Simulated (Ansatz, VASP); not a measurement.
## Two plane-wave programs on GaN

```xyz
4
Lattice="3.2424 0.0000 0.0000 -1.6212 2.8080 0.0000 0.0000 0.0000 5.2673" Properties=species:S:1:pos:R:3 pbc="T T T"
Ga    1.6212    0.9360    2.6337
Ga    0.0000    1.8720    0.0000
N     1.6212    0.9360    4.6089
N     0.0000    1.8720    1.9752
```

Alike in both runs: task single point; functional PBEsol; dispersion D3(BJ); k mesh 10 × 10 × 5; occupations fermi-dirac, width 0.05 eV; no spin polarisation.

|  | VASP | Ansatz |
| --- | --- | --- |
| version | VASP 6.6.1 | Ansatz 0.2.0 |
| potentials or method | VASP PAW PBE potentials, release 64 (Ga_d, N) | Ansatz PAW |
| plane-wave cutoff (eV) | 520 | 420 |
| valence electrons in the cell | 36 | 36 |

VASP gave:

* gap on the k mesh at the Fermi level (eV): 1.54
* least direct gap on the mesh (eV): 1.54
* pressure (GPa): -11.9
* largest component of the traceless stress (GPa): 1.07
* rms of the force components (eV/Å): 0.067
* dispersion energy (meV/atom): -210.4

Problem. What did Ansatz give for the same quantities?

Solution. gap on the k mesh at the Fermi level (eV): 1.52; least direct gap on the mesh (eV): 1.52; pressure (GPa): -11.7; largest component of the traceless stress (GPa): 1.07; rms of the force components (eV/Å): 0.068; dispersion energy (meV/atom): -210.5.

Atom by atom the forces differ by 0.001 eV/Å (rms over components).

Caveats: the PAW data sets were made with another functional, which shifts forces and pressure a little (VASP); odd divisions of the mesh miss points on the zone boundary, where band edges often lie, so the gap on the mesh can be too wide (Ansatz); the pressure holds a Pulay correction of +0.5 GPa for the finite cutoff (Ansatz); the PAW data sets come from PBE, with cores solved anew for the run's functional, which leaves a small shift of forces and pressure (Ansatz). As with any semilocal functional, this PBEsol gap is likely too small.
